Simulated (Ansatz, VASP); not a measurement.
# Two plane-wave programs on MgSi

The input POSCAR:

```
MgSi
1.0
    2.9482399651      0.0000000000      0.0000000000
    0.0000000000      2.9482399651      0.0000000000
    0.0000000000      0.0000000000      3.9932595021
Mg Si
1 1
Direct
    0.0000000000      0.0000000000      0.0000000000
    0.5000000000      0.5000000000      0.5000000000
```

INCAR.step1

```
SYSTEM = MgSi
ALGO = Normal ; EDIFF = 1E-4
ENCUT = 520 ; GGA = PE
ISMEAR = 0 ; LASPH = .TRUE.
LCHARG = .FALSE. ; LREAL = .FALSE.
LWAVE = .TRUE. ; NBANDS = 10
NELM = 100 ; PREC = Accurate
SIGMA = 0.15
```

INCAR.step2

```
SYSTEM = MgSi
ALGO = Normal ; EDIFF = 1E-7
ENCUT = 520 ; ISIF = 2
ISMEAR = 0 ; ISTART = 1
LASPH = .TRUE. ; LCHARG = .FALSE.
LMIXTAU = .TRUE. ; LREAL = .FALSE.
LWAVE = .FALSE. ; METAGGA = R2SCAN
NBANDS = 10 ; NELM = 100
PREC = Accurate ; SIGMA = 0.15
```

KPOINTS

```
k-points
0
G
  18 18 14
  0 0 0
```

Input for Ansatz:

```yaml
crystal:
  lattice:
    - [2.9482399651, 0.0, 0.0]
    - [0.0, 2.9482399651, 0.0]
    - [0.0, 0.0, 3.9932595021]
  atoms:
    - { symbol: Mg, position: [0.0, 0.0, 0.0] }
    - { symbol: Si, position: [0.5, 0.5, 0.5] }
basis:
  ecutwfc: 500
kpoints:
  mp_grid: { grid: [18, 18, 14] }
hamiltonian:
  xc: r2scan
scf:
  occupations: { method: gaussian, width: 0.15 }
output:
  forces: true
  stress: true
  eigenvalues: true
```

Alike in both runs: task single point; functional r2SCAN; k mesh 18 × 18 × 14; occupations gaussian, width 0.15 eV; no spin polarisation.

|  | VASP | Ansatz |
| --- | --- | --- |
| version | VASP 6.6.1 | Ansatz 0.2.0 |
| potentials or method | VASP PAW PBE potentials, release 64 (Mg, Si) | scalar-relativistic, plane waves, PAW |
| plane-wave cutoff (eV) | 520 | 500 |
| valence electrons in the cell | 6 | 14 |

VASP gave:

- gap on the k mesh at the Fermi level (eV): none
- pressure (GPa): -1.0
- largest component of the traceless stress (GPa): 0.34

What did Ansatz give for the same quantities?

gap on the k mesh at the Fermi level (eV): none; pressure (GPa): -0.7; largest component of the traceless stress (GPa): 0.28.

A gap of «none» marks a metal or a gap that the smearing closes. The two sets of potentials don't hold the same shells in valence.

Caveats: the PAW data sets were made with another functional, which shifts forces and pressure a little (VASP).
